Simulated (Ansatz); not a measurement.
Computed with DFT PBE, scalar-relativistic, plane waves, PAW (Ansatz). Settings: cutoff 420 eV, Γ-centred meshes spaced at most about 0.3 Å⁻¹, and about 0.25 Å⁻¹ or finer for metals (2π included), Gaussian smearing. No spin polarisation.

All energies are static (0 K, no zero-point motion).

Question: Order these relaxed structures of Mg3O2 by energy, lowest first, with the energy over the lowest of them.
A.

```
Mg O
1.0
    -1.50856    1.50856    6.65378
     1.50856   -1.50856    6.65378
     1.50856    1.50856   -6.65378
Mg O
3 2
Direct
  0.66944 0.66944 0.00000
  0.33056 0.33056 0.00000
  0.00000 0.00000 0.00000
  0.82998 0.82998 0.00000
  0.17002 0.17002 0.00000
```

B.

```
Mg O
1.0
     2.63569    1.52172    5.20968
    -2.63569    1.52172    5.20968
     0.00000   -3.04344    5.20968
Mg O
6 4
Direct
  0.07747 0.42253 0.75000
  0.75000 0.07747 0.42253
  0.42253 0.75000 0.07747
  0.92253 0.57747 0.25000
  0.25000 0.92253 0.57747
  0.57747 0.25000 0.92253
  0.83599 0.83599 0.83599
  0.66401 0.66401 0.66401
  0.16401 0.16401 0.16401
  0.33599 0.33599 0.33599
```

C.

```
Mg O
1.0
     1.52888    0.88270    7.46305
    -1.52888    0.88270    7.46305
     0.00000   -1.76540    7.46305
Mg O
3 2
Direct
  0.22312 0.22312 0.22312
  0.77688 0.77688 0.77688
  0.00000 0.00000 0.00000
  0.61235 0.61235 0.61235
  0.38765 0.38765 0.38765
```

Answer: C (0 meV/atom), A (50 meV/atom), B (297 meV/atom). Forms: C anti-tetradymite type, R-3m; A I4/mmm; B anti-corundum type, R-3c. Counting O atoms around Mg (those within 1.25 times the shortest such distance or 1.15 times the sum of covalent radii; a slash parts the counts of unlike sites): C has Mg 3/6; A has Mg 2/5; B has Mg 4. All come from invented guesses.

Cells relaxed within their symmetry can be saddle points. Some structure types and database cells were kept out of the candidates from the start, so a known form may be missing.
